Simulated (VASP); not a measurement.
A run of VASP 6.6.1 is set up as follows.

Contents of INCAR:

```
  PREC = Accurate
  ENCUT = 520
  EDIFF = 1E-6
  ISMEAR = 0
  SIGMA = 0.02
  LREAL = False
  LASPH = True
  NELM = 80
  ALGO = Normal
  ISIF = 2
  LWAVE = False
  LCHARG = False
  GGA = PS
  NBANDS = 16
```

KPOINTS

```
Automatic mesh
0
Gamma
  16 16 16
```

File POSCAR:

```
InP
1.0
    0.0000000000      2.9395400000      2.9395400000
    2.9395400000      0.0000000000      2.9395400000
    2.9395400000      2.9395400000      0.0000000000
In P
1 1
Direct
    0.0000000000      0.0000000000      0.0000000000
    0.7500000000      0.7500000000      0.7500000000
```

Potentials or basis: VASP PAW PBE potentials, release 64 (In_d, P).

Run with:

```bash
$ cat potpaw_PBE.64/In_d/POTCAR potpaw_PBE.64/P/POTCAR > POTCAR
$ mpirun -np 1 vasp_std > vasp.out
```

Problem. What does it give for the band gap on the k mesh?

Solution. 0.57 eV, direct.

Problem. What does it give for the pressure?

Solution. 0.0 GPa.

Caveat: the PAW data sets were made with another functional, which shifts forces and pressure a little; spin-orbit coupling is left out, which moves the levels of the heavy elements.

**The experiment to reproduce.**

From a printed reference work, data compilation, for a bulk crystal of InP at 1.6 K: band gap 1.4236 eV (direct).

Measured gap of InP: 1.4236 eV (direct; 1.6 K; a printed reference work, data compilation). This calculation gives 0.57 eV (-0.86 eV). Spin-orbit coupling on In is left out. The value is that of PBEsol, without temperature or zero-point motion. Semilocal functionals fall short of measured gaps as a rule. The cell is a database's relaxed one, not the measured one, which moves gaps too.
